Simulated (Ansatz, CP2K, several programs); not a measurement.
## What each method gives for PbF2 (Pnma)

A 12-atom cell of PbF2 started from a crystallographic database, relaxed with r2SCAN+rVV10 in Ansatz, was computed with several methods. Space group Pnma (No. 62), orthorhombic; conventional cell a = 6.350 Å, b = 3.858 Å, c = 7.616 Å, 15.55 Å³ an atom. Around Pb lie 9 F at 2.44–2.99 Å; around F lie 4 Pb at 2.44–2.59 Å; around F lie 5 Pb at 2.44–2.99 Å. Calculated for a static, non-magnetic cell.

```cif
data_structure
_symmetry_space_group_name_H-M 'Pnma'
_symmetry_Int_Tables_number 62
_cell_length_a 6.3497
_cell_length_b 3.8581
_cell_length_c 7.6156
_cell_angle_alpha 90.000
_cell_angle_beta 90.000
_cell_angle_gamma 90.000
_cell_volume 186.57
loop_
_atom_site_label
_atom_site_type_symbol
_atom_site_symmetry_multiplicity
_atom_site_Wyckoff_symbol
_atom_site_fract_x
_atom_site_fract_y
_atom_site_fract_z
_atom_site_occupancy
Pb1 Pb 4 c 0.74542 0.75000 0.10828 1
F1 F 4 c 0.14042 0.75000 0.06244 1
F2 F 4 c 0.53127 0.75000 0.84275 1
```

Gaps and times are for a single point on this cell; volume and bulk modulus come from each method's own relaxation or energy curve at fixed shape, which is too stiff where a cell has free coordinates or axes. Times are rough, from shared hosts (Arm Neoverse N1), and each method has its own mesh and cell size. A double dagger marks a value from a curve with shape and coordinates held. Gaps from k meshes are read at a limited set of points (mesh, symmetry points, PBE's band edges), so each method's own least gap may be somewhat smaller. Minimal bases can be far off for gaps. Curves at held shape can't give the bulk modulus of a layered or molecular crystal, so none is listed. d marks a direct gap, i an indirect one (no mark: not told apart), a dash a value that wasn't computed or didn't pass its checks.

```csv
method,kind,gap (eV),own volume (Å³/atom),bulk modulus (GPa),atoms computed,processor time
light PBE (260 eV and a coarse mesh),light plane-wave,4.30 i,–,–,12,16 s
PBE/SZV (CP2K),small basis,3.72 i,16.63‡,–,12,33 s
PBE/DZVP (CP2K),small basis,4.19 i,16.54‡,–,12,76 s
PBE,semilocal,4.25 i,–,–,12,77 s
r2SCAN,semilocal,4.69 i,–,–,12,2.4 min
```

Against r2SCAN (4.69 eV) and with closed or daggered gaps left aside, the nearest gap at the points sampled is that of light PBE (260 eV and a coarse mesh) (-0.39 eV) and the farthest that of PBE/SZV (CP2K) (-0.97 eV). r2SCAN is only a yardstick of convenience: semilocal gaps usually lie below measured ones, which GLLB-SC and hybrids aim to mend.

Runs without a result: GLLB-SC (GPAW) (single point, out of time).

Spin-orbit coupling is left out; in compounds of Pb, Bi, Tl or Hg it can lower a gap by up to about 1 eV, split its edges or invert the bands.
